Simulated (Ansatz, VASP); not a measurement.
# Sb in VASP and in Ansatz

```
Sb
1.0
    -1.56596    1.56596    2.69374
     1.56596   -1.56596    2.69374
     1.56596    1.56596   -2.69374
Sb
1
Direct
  0.00000 0.00000 0.00000
```

Change from the starting cell: volume scaled by 0.98.

Alike in both runs: task single point; functional PBEsol; k mesh 12 × 12 × 12; occupations fermi-dirac, width 0.05 eV; no spin polarisation.

|  | VASP | Ansatz |
| --- | --- | --- |
| version | VASP 6.6.1 | Ansatz 0.2.0 |
| potentials or method | VASP PAW PBE potentials, release 64 (Sb), cutoff 520 eV | all-electron LAPW, scalar-relativistic |

|  | VASP | Ansatz | Ansatz less VASP |
| --- | --- | --- | --- |
| gap on the k mesh at the Fermi level (eV) | none | none | - |
| pressure (GPa) | 0.1 | 0.1 | -0.01 |
| largest component of the traceless stress (GPa) | 0.63 | 0.58 | -0.049 |

A gap of «none» marks a metal or a gap that the smearing closes. Ansatz ran all-electron here, so the differences hold the error of VASP's frozen core and of both bases.

Caveats: the PAW data sets were made with another functional, which shifts forces and pressure a little (VASP). Spin-orbit coupling is left out, which matters for the levels of Sb.
